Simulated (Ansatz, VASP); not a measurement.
**B in VASP and in Ansatz**

```
B
1.0
     3.64977    0.00000    0.00000
     0.00000    3.64977    0.00000
     0.00000    0.00000    3.64977
B
8
Direct
  0.00000 0.00000 0.00000
  0.50000 0.50000 0.50000
  0.25000 0.00000 0.50000
  0.75000 0.00000 0.50000
  0.50000 0.25000 0.00000
  0.50000 0.75000 0.00000
  0.00000 0.50000 0.25000
  0.00000 0.50000 0.75000
```

Alike in both runs: functional PBEsol; k mesh 7 × 7 × 7; occupations fermi-dirac, width 0.1 eV; no spin polarisation.

Ansatz relaxed the structure, and its values are those at the end. VASP's run is a single point on that final structure, the one shown.

```csv
,VASP,Ansatz
version,VASP 6.6.1,Ansatz 0.2.0
potentials or method,"VASP PAW PBE potentials, release 64 (B)","plane waves (420 eV) with PAW, scalar-relativistic"
plane-wave cutoff (eV),520,420
valence electrons in the cell,24,24
```

Ansatz gave:

```
pressure (GPa) : 0.0
```

Problem. Estimate VASP's values.

Solution. Pressure (GPa): 0.3.

Ansatz warned: «pseudo_functional_mismatch».

Caveats: the PAW data sets were made with another functional, which shifts forces and pressure a little (VASP).
